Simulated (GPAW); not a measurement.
Crystal: FeSi2 (Linzhiite).

```
CELL_PARAMETERS angstrom
2.68400 0.00000 0.00000
0.00000 2.68400 0.00000
0.00000 0.00000 5.12800
ATOMIC_POSITIONS crystal
Fe 0.00000 0.00000 0.00000
Si 0.50000 0.50000 0.73000
Si 0.50000 0.50000 0.27000
```

| Quantity | Value |
| --- | --- |
| Program | GPAW 26.7.0 |
| Task | relaxation of cell and atoms |
| Functional | PBEsol |
| Dispersion | D3(BJ)+ATM |
| Potentials or basis | PAW data sets generated in the run's folder for this functional |
| Cutoff | 600 eV |
| Basis | pw |
| k mesh | 7 × 7 × 4 |
| Occupations | fermi-dirac, width 0.05 eV |
| Spin | collinear spin, ferromagnetic start |
| Starting moments | [3.0, 0.0, 0.0] μB |

At the start: pressure -3.3 GPa; volume 12.31 Å³/atom.

Where does the relaxation end?

Over 5 steps the energy falls by 4.6 meV/atom and the volume is 12.08 Å³/atom (-1.9 %); space group P4/mmm (No. 123, to 0.05 Å); moment 0.11 μB per cell.

Step by step:
| step | energy change (eV) | largest force (eV/Å) | pressure (GPa) | volume (Å³) |
| --- | --- | --- | --- | --- |
| 1 | 0.0000 | 0.4032 | -3.35 | 36.94 |
| 2 | -0.0066 | 0.2372 | -2.85 | 36.81 |
| 3 | -0.0128 | 0.1167 | -1.09 | 36.42 |
| 4 | -0.0133 | 0.0724 | -0.74 | 36.37 |
| 5 | -0.0137 | 0.0014 | 0.00 | 36.25 |

Final structure:
```yaml
crystal:
  lattice:
    - [2.67058, 0.00000, 0.00000]
    - [0.00000, 2.67058, 0.00000]
    - [0.00000, 0.00000, 5.08306]
  atoms:
    - { symbol: Fe, position: [0.00000, 0.00000, 0.00000] }
    - { symbol: Si, position: [0.50000, 0.50000, 0.72716] }
    - { symbol: Si, position: [0.50000, 0.50000, 0.27284] }
```

Caveat: each step starts from the last one's moments, so a moment once lost doesn't come back; later steps reuse the first step's grids; pairwise dispersion overbinds metals, which lowers pressure and volume.
